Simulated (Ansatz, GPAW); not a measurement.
This is a calculation of Ru (Ruthenium) for GPAW 26.7.0 (ASE script). 

The input run.py:

```python
from ase import Atoms
from ase.dft.bandgap import bandgap
from ase.io import write
from ase.units import Bohr, GPa
from gpaw import GPAW, PW
from gpaw.elf import elf_from_dft_calculation

atoms = Atoms(['Ru', 'Ru'],
              cell=[[2.7058, 0.0, 0.0],
                    [-1.3529, 2.3432915376, 0.0],
                    [0.0, 0.0, 4.2819]],
              scaled_positions=[[0.6666666667, 0.3333333333, 0.75],
                                [0.3333333333, 0.6666666667, 0.25]],
              pbc=True)

calc = GPAW(mode=PW(600),
            xc='PBE',
            kpts={'size': (11, 11, 6), 'gamma': True},
            occupations={'name': 'methfessel-paxton', 'order': 0, 'width': 0.014},
            nbands=29,
            convergence={'density': 1e-05, 'energy': 1e-05},
            maxiter=150,
            txt='gpaw.txt')
atoms.calc = calc
energy = atoms.get_potential_energy()
forces = atoms.get_forces()
stress = atoms.get_stress()
calc.write('gs.gpw')
write('result.traj', atoms)
print(f'Energy: {energy:.6f} eV')
print('Forces (eV/A):')
print(forces.round(4))
print('Stress (GPa):', (stress / GPa).round(3))
print('Fermi level:', round(calc.get_fermi_level(), 4), 'eV')
print(f'Gap: {bandgap(calc)[0]:.4f} eV, direct: {bandgap(calc, direct=True)[0]:.4f} eV')

# fields on the real-space grid
write('density.cube', atoms, data=calc.get_pseudo_density() * Bohr**3)
write('potential.cube', atoms, data=calc.get_electrostatic_potential())
write('elf.cube', atoms, data=elf_from_dft_calculation(calc).data)
```

Potentials or basis: GPAW PAW data sets (gpaw-data 1.2.1), pw.

Command:

```bash
$ OMP_NUM_THREADS=1 python run.py
```

Q: Set up the same calculation for Ansatz 0.2.0. Potentials or basis there: all-electron LAPW, scalar-relativistic.

A: As run (cutoffs and basis follow the program's own potentials, and thresholds, step limits or extra output files can differ):

input.yaml

```yaml
crystal:
  lattice:
    - [2.7058, 0.0, 0.0]
    - [-1.3529, 2.3432915376, 0.0]
    - [0.0, 0.0, 4.2819]
  atoms:
    - { symbol: Ru, position: [0.6666666667, 0.3333333333, 0.75] }
    - { symbol: Ru, position: [0.3333333333, 0.6666666667, 0.25] }
kpoints:
  mp_grid: { grid: [11, 11, 6] }
scf:
  occupations: { method: gaussian, width: 0.014 }
hamiltonian:
  xc: pbe
  pseudopotentials: { kind: all_electron, lapw: { basis_error: 0.001 } }
output:
  forces: true
  stress: true
  eigenvalues: true
```

Potentials or basis: all-electron LAPW, scalar-relativistic.

The run is started by

```sh
$ ansatz run input.yaml --threads 1 --pin off --max-ram 3072MiB --backend cpu --events-out ev --progress --plain --runs-dir out
```

Both were run:

|  | GPAW | Ansatz |
| --- | --- | --- |
| Pressure | 3.6 GPa | 4.4 GPa |

Where Ansatz's input types no cutoff or centring, it takes its own default and a Γ-centred mesh.

Pressure is positive in compression.
